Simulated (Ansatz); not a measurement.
PbS: deformation potentials from a series

```
CELL_PARAMETERS angstrom
2.94050 -2.90000 0.00000
2.94050 2.90000 0.00000
-1.08005 0.00000 11.70929
ATOMIC_POSITIONS crystal
Pb 0.77560 0.77560 0.63638
Pb 0.22440 0.22440 0.36362
S 0.26840 0.26840 0.59860
S 0.73160 0.73160 0.40140
```

Atoms are numbered in the order listed.

The cell is COD entry 2106944, as deposited and not checked against the literature; nothing was relaxed.

Spin–orbit coupling is left out, though it moves levels of the heavy atoms by tenths of an eV or more.

All numbers below come from DFT, PBEsol, all-electron LAPW, scalar-relativistic in Ansatz 0.2.0.

Numerical set-up: a Γ-centred 7×7×3 k mesh, Fermi–Dirac smearing of 0.01 eV, basis error target 0.5 meV/atom, no spin polarisation.

The cell is scaled evenly. Fractional coordinates are held (clamped ions).

Only quantities that a quadratic follows smoothly over the whole series are listed; rougher ones are left out.

```tsv
ln(V/Vcell)	direct gap at Γ (eV)	smallest gap on mesh and path (eV)
-0.0619	1.269	1.137
-0.0408	1.306	1.179
-0.0202	1.339	1.217
-0.0101	1.355	1.235
0.0000	1.369	1.252
0.0100	1.383	1.268
0.0198	1.396	1.283
0.0583	1.442	1.338
```

(1) Fit the series and give the slopes at zero strain.

(2) One run, at ln(V/Vcell) = 0.0392, is withheld. Predict its row.

Answers

(1) Least-squares fits y = p0 + p1 x + p2 x² to the rows give direct gap at Γ (eV): p1 = 1.43, p2 = -3.1; smallest gap on mesh and path (eV): p1 = 1.66, p2 = -3.1. So dEg/dln V = 1.4 eV for the direct gap at Γ, which isn't the fundamental gap here: that one has dEg/dln V = 1.7 eV. Semilocal gaps are too small, but their slopes carry over better.

(2) The fits give 1.420, 1.312; the run gave 1.421, 1.312.
